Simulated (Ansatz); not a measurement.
## AlNi (P4/mmm), clamped-ion strain scan

Method: Ansatz, DFT PBEsol, scalar-relativistic, plane waves, PAW. The runs took a 420 eV cutoff, a Γ-centred 20×20×20 mesh and Gaussian smearing (0.15 eV). No spin polarisation. A magnetic state may lie lower. Energies are free energies at this smearing, counted from the undisturbed cell; pressure is positive in compression.

Reference structure (relaxed at this level; it needn't be the usual structure):

```
Al Ni
1.0
     2.02133   -2.02135    0.00000
     2.02133    2.02135    0.00000
     0.00000    0.00000    2.86941
Al Ni
1 1
Direct
  0.00000 0.00000 0.00000
  0.50000 0.50000 0.50000
```

The cell is strained by ε times the Voigt pattern (1, 1, 0, 0, 0, 0) (xx, yy, zz, yz, xz, xy; engineering shear) with fractional coordinates fixed. The cell is metallic on the mesh throughout.

```
      ε  ΔE (meV/atom)
-0.0200           11.8
-0.0150            6.6
-0.0100            3.0
-0.0050            0.8
 0.0000            0.0
 0.0050            0.6
 0.0100            2.5
 0.0150            5.7
 0.0175            7.7
 0.0200           10.0
```

Question: Predict the pressure (GPa) at each point.

Answer:
| ε | pressure (GPa) |
| --- | --- |
| -0.0200 | 7.7 |
| -0.0150 | 5.6 |
| -0.0100 | 3.7 |
| -0.0050 | 1.8 |
| 0.0000 | 0.0 |
| 0.0050 | -1.7 |
| 0.0100 | -3.3 |
| 0.0150 | -4.8 |
| 0.0175 | -5.5 |
| 0.0200 | -6.3 |

Cost: 10 runs of about 1.7 core-minutes in all, on Intel Xeon 6975P-C (Granite Rapids) (shared hosts).